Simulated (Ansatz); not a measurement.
# How AlP (F-43m) expands on warming

How much does AlP expand with temperature?

What experiment has found for this phase:
- heat capacity C_P per formula unit 42 J/mol/K and bulk modulus 86 GPa near room temperature (given in “High-Throughput Prediction of Finite-Temperature Properties using the Quasi-Harmonic Approximation”, 2016, arXiv:1603.06924)

Main program and level: Ansatz 0.2.0; DFT RPBE, scalar-relativistic, plane waves, PAW.

Report form: the programs' logs are mostly left out.

The database entry behind the starting cell differs from later determinations by our own check (0.1 to 0.3 % short, probably kX units), so it need not match the best structure at ambient conditions.

**1. The structure**

Symmetry: F-43m, No. 216, cubic system. The conventional cell has a = 5.451 Å, b = 5.451 Å, c = 5.451 Å, α = 90.00°, β = 90.00°, γ = 90.00°. Al has 4 P at 2.36 Å nearest. P has 4 Al at 2.36 Å nearest. Farther neighbours are not listed.

**2. A first coarse run**

Before spending time, one coarse run tells the gap and the pressure of the starting cell.

input.yaml reads:

```yaml
crystal:
  lattice:
    - [0.0, 2.7255, 2.7255]
    - [2.7255, 0.0, 2.7255]
    - [2.7255, 2.7255, 0.0]
  atoms:
    - { symbol: Al, position: [0.0, 0.0, 0.0] }
    - { symbol: P, position: [0.25, 0.25, 0.25] }
kpoints:
  mp_grid: { grid: [6, 6, 6] }
hamiltonian:
  xc: rpbe
scf:
  occupations: { method: gaussian, width: 0.1 }
output:
  forces: true
  stress: true
  eigenvalues: true
```

Started as:

```console
$ ansatz run input.yaml --threads 2 --pin off --max-ram 5120MiB --backend cpu --events-out ev --progress --plain --runs-dir out
```

Run time: 0.61 s. Hardware: 2 threads of Arm Neoverse V1, shared host; peak memory 0.26 GiB.

Numbers from this step:

- pressure: 4.474 GPa
- gap on the k-mesh: 1.650 eV
- volume per atom: 20.25 Å³

The start is under 4.5 GPa at this level and looks like an insulator or semiconductor on this mesh.

**3. Finding the static equilibrium**

Phonons are second derivatives about a minimum, so cell and atoms are relaxed first, inside the symmetry of the start.

input.yaml, the sections that differ from step 2:

```yaml
kpoints:
  mp_grid: { grid: [8, 8, 8] }
scf:
  occupations: { method: gaussian, width: 0.02 }
output:
  forces: true
  stress: true
  eigenvalues: true
  write_density: true
  write_potential: true
  elf: true
  volumetric_format: npy
relax:
  adjacent_minimum: "off"
  f_tol: 0.005
  max_steps: 80
  cell: { stress_tol: 0.05 }
# crystal, hamiltonian: as in step 2
```

Run time: 5.1 s. Hardware: 2 threads; peak memory 0.29 GiB; 9 s of CPU time.

Relaxation path:

```
step  energy less that of the first step (eV)  largest force component (eV/Å)  pressure (GPa)  volume (Å³)
   1                                   0.0000                          0.0000            4.44        40.49
   2                                  -0.0255                          0.0000            1.10        42.01
   3                                  -0.0273                          0.0000            0.08        42.54
   4                                  -0.0273                          0.0000            0.00        42.58
  5*                                  -0.0278                          0.0000            0.02        42.58
```

Relaxation steps marked * repeat the geometry before them on a plane-wave basis chosen anew for their cell, so energy and pressure can jump there.

Forces are held to the 24 operations that the run works with; a distortion that breaks them can't arise in this run.

```
conventional cell, symmetrised  before  after  change
                         a (Å)   5.451  5.543  +1.7 %
                         b (Å)   5.451  5.543  +1.7 %
                         c (Å)   5.451  5.543  +1.7 %
              volume (Å³/atom)   20.25  21.29  +5.2 %
```

Final coordinates:

```xyz
2
Lattice="0.0000 2.7715 2.7715 2.7715 0.0000 2.7715 2.7715 2.7715 0.0000" Properties=species:S:1:pos:R:3 pbc="T T T"
Al    0.0000    0.0000    0.0000
P     1.3858    1.3858    1.3858
```

This step gave:

```yaml
pressure: 0.02319 GPa
gap_on_the_k_mesh: 1.755 eV
volume_per_atom: 21.29 Å³
```

ELF in the ac plane of a cell with a along [110], b along [-110] and c along [001] of the cube at fractional y = 0.000, with atoms of Al and P within 0.2 Å of it. It is the smooth field of the valence electrons, not physical close to the nuclei.

Values, 8 rows by 16 columns, each cell a mean:
```
0.15 0.69 0.90 0.82 0.78 0.88 0.83 0.27 0.15 0.69 0.90 0.82 0.78 0.88 0.83 0.27
0.41 0.82 0.87 0.39 0.22 0.79 0.87 0.56 0.41 0.82 0.87 0.39 0.22 0.79 0.87 0.56
0.15 0.50 0.70 0.42 0.34 0.65 0.61 0.24 0.15 0.50 0.70 0.42 0.34 0.65 0.61 0.24
0.02 0.15 0.46 0.69 0.72 0.56 0.25 0.04 0.02 0.15 0.46 0.69 0.72 0.56 0.25 0.04
0.03 0.03 0.08 0.20 0.23 0.12 0.04 0.03 0.03 0.03 0.08 0.20 0.23 0.12 0.04 0.03
0.16 0.10 0.05 0.02 0.02 0.03 0.08 0.15 0.16 0.10 0.05 0.02 0.02 0.03 0.08 0.15
0.29 0.24 0.13 0.05 0.04 0.09 0.21 0.29 0.29 0.24 0.13 0.05 0.04 0.09 0.21 0.29
0.09 0.18 0.44 0.40 0.39 0.44 0.30 0.08 0.09 0.18 0.44 0.40 0.39 0.44 0.30 0.08
```
Columns run along a (7.8 Å), rows up along c (5.5 Å), edges of the conventional cell, whose origin can differ from the input's. Atoms in or near the plane, at fractional coordinates: Al at (0.50, 0.00), Al at (0.00, 0.00), P at (0.75, 0.75), P at (0.25, 0.75).

Electrostatic potential energy in the ac plane of a cell with a along [110], b along [-110] and c along [001] of the cube at fractional y = 0.000, with atoms of Al and P within 0.2 Å of it. With pseudopotentials it is smooth inside the atoms' cores, unlike the true potential.

Values in eV, 8 rows by 16 columns, each cell a mean:
```
 -7  -8   1  -3  -5   1  -5  -9  -7  -8   1  -3  -5   1  -5  -9
  0   3 -10 -47 -52 -23   2   1   0   3 -10 -47 -52 -23   2   1
  8   7  -6 -39 -44 -17   5   8   8   7  -6 -39 -44 -17   5   8
  9   9   7   3   2   6   8   9   9   9   7   3   2   6   8   9
  9   9   9   8   8   9   9   9   9   9   9   8   8   9   9   9
  8   8   8   9   9   9   8   8   8   8   8   9   9   9   8   8
 -4   1   6   8   8   7   3  -3  -4   1   6   8   8   7   3  -3
 -5 -10   2   7   8   5  -7  -7  -5 -10   2   7   8   5  -7  -7
```
Columns run along a (7.8 Å; values clipped at the 3rd and 97th percentile), rows up along c (5.5 Å), edges of the conventional cell, whose origin can differ from the input's. Atoms in or near the plane, at fractional coordinates: Al at (0.50, 0.00), Al at (0.00, 0.00), P at (0.75, 0.75), P at (0.25, 0.75).

Valence density in the ac plane of a cell with a along [110], b along [-110] and c along [001] of the cube at fractional y = 0.000, with atoms of Al and P within 0.2 Å of it. It is the smooth field of the valence electrons, not physical close to the nuclei.

Ten even steps from '_' (0.02 e/Å³) to '@' (0.76 e/Å³), each cell a mean:
```
__..--============::____..--============::__
..::++##%%%%%%%%**--::..::++##%%%%%%%%**--::
::--++@@@@++##@@##==::::--++@@@@++##@@##==::
..::==%%**__--%%**--....::==%%**__--%%**--..
__..--**##==++##==..____..--**##==++##==..__
____..==**%%##++::..______..==**%%##++::..__
______..--====::..__________..--====::..____
________........______________........______
____________________________________________
____________________________________________
____________________________________________
....______________........______________....
......____________..........____________....
........________..............________......
____..::........::..______..::........::..__
```
Columns run along a (7.8 Å), rows up along c (5.5 Å), edges of the conventional cell, whose origin can differ from the input's. Atoms in or near the plane, at fractional coordinates: Al at (0.50, 0.00), Al at (0.00, 0.00), P at (0.75, 0.75), P at (0.25, 0.75).

The relaxation ends with a pressure of 0.02 GPa.

**4. Tight relaxation**

The relaxation is repeated with tighter thresholds on force and stress, since phonons are sensitive to what is left; a change of mesh or smearing in the input moves the cell too.

input.yaml, the sections that differ from step 3:

```yaml
crystal:
  lattice:
    - [0.0, 2.771545285, 2.771545285]
    - [2.771545285, 0.0, 2.771545285]
    - [2.771545285, 2.771545285, 0.0]
  atoms:
    - { symbol: Al, position: [0.0, 0.0, 0.0] }
    - { symbol: P, position: [0.25, 0.25, 0.25] }
scf:
  occupations: { method: fixed }
relax:
  adjacent_minimum: "off"
  f_tol: 0.001
  max_steps: 60
  cell: { stress_tol: 0.01 }
# kpoints, hamiltonian, output: as in step 3
```

Elapsed: 3 s, on 2 threads; peak memory 0.29 GiB.

Little changed from the start: no atom moved by 0.005 Å and no cell edge by 0.1 %.

This step gave:

```yaml
pressure: 0.005367 GPa
```

ELF in the ac plane of a cell with a along [110], b along [-110] and c along [001] of the cube at fractional y = 0.000, with atoms of Al and P within 0.2 Å of it. It is the smooth field of the valence electrons, not physical close to the nuclei.

Ten even steps from '0' (0.01) to '9' (0.93), each cell a mean:
```
0289888995002898889950
1699978998316999789983
4799724999547997249995
3688300687436883006874
1367412675213674126752
0147777763001477777630
0025787631000257876310
0002455310000024553100
0000121000000001210000
0000000000000000000000
1100000001111000000011
3210000012332100000123
2221000012222210000122
0022212221000222122210
1036655651010366556510
```
Columns run along a (7.8 Å), rows up along c (5.5 Å), edges of the conventional cell, whose origin can differ from the input's. Atoms in or near the plane, at fractional coordinates: Al at (0.50, 0.00), Al at (0.00, 0.00), P at (0.75, 0.75), P at (0.25, 0.75).

Valence density in the ac plane of a cell with a along [110], b along [-110] and c along [001] of the cube at fractional y = 0.000, with atoms of Al and P within 0.2 Å of it. It is the smooth field of the valence electrons, not physical close to the nuclei.

Ten even steps from '_' (0.02 e/Å³) to '@' (0.76 e/Å³), each cell a mean:
```
__..--============::____..--============::__
..::++##%%%%%%%%**--::..::++##%%%%%%%%**--::
::--++@@@@++##@@##==::::--++@@@@++##@@##==::
..::==%%**__--%%**--....::==%%**__--%%**--..
__..--**##==++##==..____..--**##==++##==..__
____..==**%%##++::..______..==**%%##++::..__
______..--====::..__________..--====::..____
________........______________........______
____________________________________________
____________________________________________
____________________________________________
....______________........______________....
......____________..........____________....
........________..............________......
____..::........::..______..::........::..__
```
Columns run along a (7.8 Å), rows up along c (5.5 Å), edges of the conventional cell, whose origin can differ from the input's. Atoms in or near the plane, at fractional coordinates: Al at (0.50, 0.00), Al at (0.00, 0.00), P at (0.75, 0.75), P at (0.25, 0.75).

Electrostatic potential energy in the ac plane of a cell with a along [110], b along [-110] and c along [001] of the cube at fractional y = 0.000, with atoms of Al and P within 0.2 Å of it. With pseudopotentials it is smooth inside the atoms' cores, unlike the true potential.

Values in eV, 8 rows by 16 columns, each cell a mean:
```
 -7  -8   1  -3  -5   1  -5  -9  -7  -8   1  -3  -5   1  -5  -9
  0   3 -10 -47 -52 -23   2   1   0   3 -10 -47 -52 -23   2   1
  8   7  -6 -39 -44 -17   5   8   8   7  -6 -39 -44 -17   5   8
  9   9   7   3   2   6   8   9   9   9   7   3   2   6   8   9
  9   9   9   8   8   9   9   9   9   9   9   8   8   9   9   9
  8   8   8   9   9   9   8   8   8   8   8   9   9   9   8   8
 -4   1   6   8   8   7   3  -3  -4   1   6   8   8   7   3  -3
 -5 -10   2   7   8   5  -7  -7  -5 -10   2   7   8   5  -7  -7
```
Columns run along a (7.8 Å; values clipped at the 3rd and 97th percentile), rows up along c (5.5 Å), edges of the conventional cell, whose origin can differ from the input's. Atoms in or near the plane, at fractional coordinates: Al at (0.50, 0.00), Al at (0.00, 0.00), P at (0.75, 0.75), P at (0.25, 0.75).

The residual pressure is 0.0054 GPa, small enough for phonons.

**5. Phonons on strained cells, q-mesh 2×2×2**

Thermal expansion follows from how the free energy of the vibrations (and of the electrons in a metal) changes with strain, so the program makes strained cells, their phonons and a fit in one run.

input.yaml, the sections that differ from step 4:

```yaml
crystal:
  lattice:
    - [0.0, 2.7717537049, 2.7717537049]
    - [2.7717537049, 0.0, 2.7717537049]
    - [2.7717537049, 2.7717537049, 0.0]
  atoms:
    - { symbol: Al, position: [0.0, 0.0, 0.0] }
    - { symbol: P, position: [0.25, 0.25, 0.25] }
output:
  eigenvalues: true
phonons:
  method: dfpt
  qmesh: [2, 2, 2]
  temperatures: { t_max: 800.0, t_step: 50 }
  thermal_expansion: {}
# kpoints, hamiltonian, scf: as in step 4
# relax: removed
```

Wall time 1.8 min (2 threads); peak memory 0.54 GiB.

Numbers from this step:

```
pressure                                         : 0.004371 GPa
volume expansion coefficient at 298 K            : 10.15 1e-6/K
C_P at 298 K                                     : 20.82 J/mol-atom/K
entropy at 298 K                                 : 21.62 J/mol-atom/K
isothermal bulk modulus at 298 K                 : 76.00 GPa
Grüneisen parameter at 298 K                     : 0.4786
volume at 298 K                                  : 21.42 Å³/atom
principal linear expansion coefficients at 298 K : 3.382, 3.382, 3.382 1e-6/K
```

Strained cells of the study; zero-point energy where phonons were solved; the pressures are stresses at a fixed cutoff and can carry an offset from the finite basis. Expansion cells, by row:

```
cell  |a| (Å)  |b| (Å)  |c| (Å)  V (Å³/atom)  E - E_lowest (meV/atom)  pressure, compression positive (GPa)  gap (eV)  zero-point energy (meV/atom)
   1     3.92     3.92     3.92        21.29                        0                                     0     1.755                             -
   2    3.951    3.951    3.951        21.81                    2.933                                -1.795       1.8                             -
   3    3.889    3.889    3.889        20.79                    3.066                                 1.985     1.707                             -
   4     3.92     3.92     3.92         21.3                        0                                -0.021     1.755                         54.68
   5     3.94     3.94     3.94        21.62                    1.195                                -1.164     1.784                         53.89
   6    3.929    3.929    3.929        21.45                    0.271                                -0.563     1.769                         54.31
   7    3.948    3.948    3.948        21.75                    2.313                                -1.602     1.795                         53.58
   8    3.881    3.881    3.881        20.67                    4.735                                 2.493     1.696                             -
   9    3.901    3.901    3.901        20.98                    1.154                                 1.197     1.726                             -
  10    3.961    3.961    3.961        21.98                     5.13                                 -2.34     1.814                             -
```

Quasi-harmonic; a, b, c are the run's own cell vectors. Expansion, by row:

```
T (K)  a (Å)  b (Å)  c (Å)  alpha (deg)  beta (deg)  gamma (deg)  cell volume (Å³/cell)  alpha_a (1e-6/K)  alpha_b (1e-6/K)  alpha_c (1e-6/K)  alpha_V (1e-6/K)  C_P (J/mol-atom/K)  C_V (J/mol-atom/K)  S (J/mol-atom/K)  B_T (GPa)  B_S (GPa)  Grueneisen  extrapolation  fit error (1e-6/K)
    0  3.927  3.927  3.927           60          60           60                  42.81                 0                 0                 0                 0                   0                   0                 0      77.63      77.63           -              0                   0
   50  3.926  3.926  3.926           60          60           60                  42.81             -0.72             -0.72             -0.72             -2.15               3.019               3.019             1.224      77.61      77.61      -0.713              0                   0
  100  3.926  3.926  3.926           60          60           60                   42.8             -0.55             -0.55             -0.55             -1.64               8.659               8.659             5.048      77.46      77.46      -0.189              0                   0
  150  3.926  3.926  3.926           60          60           60                   42.8               0.8               0.8               0.8              2.39               13.66               13.66              9.55      77.18      77.18       0.174              0                   0
  200  3.927  3.927  3.927           60          60           60                  42.81              1.99              1.99              1.99              5.96               17.15               17.14             13.99      76.82      76.85       0.345              0                0.01
  250  3.927  3.927  3.927           60          60           60                  42.83              2.82              2.82              2.82              8.47                19.4               19.38             18.08      76.41      76.48       0.431              0                0.01
298.1  3.928  3.928  3.928           60          60           60                  42.85              3.38              3.38              3.38             10.15               20.82               20.79             21.62         76      76.11       0.479              0                0.01
  300  3.928  3.928  3.928           60          60           60                  42.85               3.4               3.4               3.4              10.2               20.86               20.83             21.75      75.99       76.1        0.48              0                0.01
  350  3.928  3.928  3.928           60          60           60                  42.87              3.81              3.81              3.81             11.42               21.85                21.8             25.05      75.55      75.71       0.511              0                0.01
  400  3.929  3.929  3.929           60          60           60                  42.89              4.11              4.11              4.11             12.32               22.54               22.48             28.01      75.11      75.31       0.532              0                0.01
  450   3.93   3.93   3.93           60          60           60                  42.92              4.34              4.34              4.34             13.01               23.04               22.96              30.7      74.66       74.9       0.547              0                0.01
  500  3.931  3.931  3.931           60          60           60                  42.95              4.52              4.52              4.52             13.56               23.41               23.32             33.15      74.21       74.5       0.558              0                0.02
  550  3.932  3.932  3.932           60          60           60                  42.98              4.67              4.67              4.67             14.01               23.69               23.59             35.39      73.76      74.09       0.567              0                0.01
  600  3.933  3.933  3.933           60          60           60                  43.01               4.8               4.8               4.8             14.39               23.92                23.8             37.46      73.31      73.68       0.574              0                0.01
  650  3.934  3.934  3.934           60          60           60                  43.04              4.91              4.91              4.91             14.73                24.1               23.96             39.38      72.86      73.27        0.58              0                0.01
  700  3.935  3.935  3.935           60          60           60                  43.07              5.01              5.01              5.01             15.03               24.25                24.1             41.17      72.41      72.86       0.586              0                0.01
  750  3.936  3.936  3.936           60          60           60                  43.11               5.1               5.1               5.1             15.31               24.37                24.2             42.85      71.96      72.45       0.591              0                0.01
  800  3.937  3.937  3.937           60          60           60                  43.14              5.19              5.19              5.19             15.56               24.47               24.29             44.43      71.51      72.04       0.595              0                0.01
```

Table of expansion coefficient by temperature; values in 1e-6/K:

```
temperature (K)  volume  principal 1
              0       0            0
             50   -2.15        -0.72
            100   -1.64        -0.55
            150    2.39          0.8
            200    5.96         1.99
            250    8.47         2.82
            298    10.2         3.38
            300    10.2          3.4
            350    11.4         3.81
            400    12.3         4.11
            450    13.0         4.34
            500    13.6         4.52
            550    14.0         4.67
            600    14.4          4.8
            650    14.7         4.91
            700    15.0         5.01
            750    15.3          5.1
            800    15.6         5.19
```

At 298 K the volume expansion is 10.1 × 10⁻⁶/K and B_T is 76.0 GPa. The log warns that this q-mesh is too narrow, so the figure can be far off. The program raised the cutoff to 487.2 eV by itself: with no cutoff typed, the study takes about 1.16 times the default for its relaxations and scales it with the volume for the phonons.

(Continued in part 2 of 2.)

[Logs are printed without paths, hosts, clocks, repeated set-up lines and the standing remarks that a program may print on its own settings, such as how far it seeks lower states.]

[Hosts, paths, dates, database ids (printed as entryN), source tags and the programs' standing remarks are cut or masked in the printed files.]

[A step with changed settings may run another functional than the one named; its input shows which.]
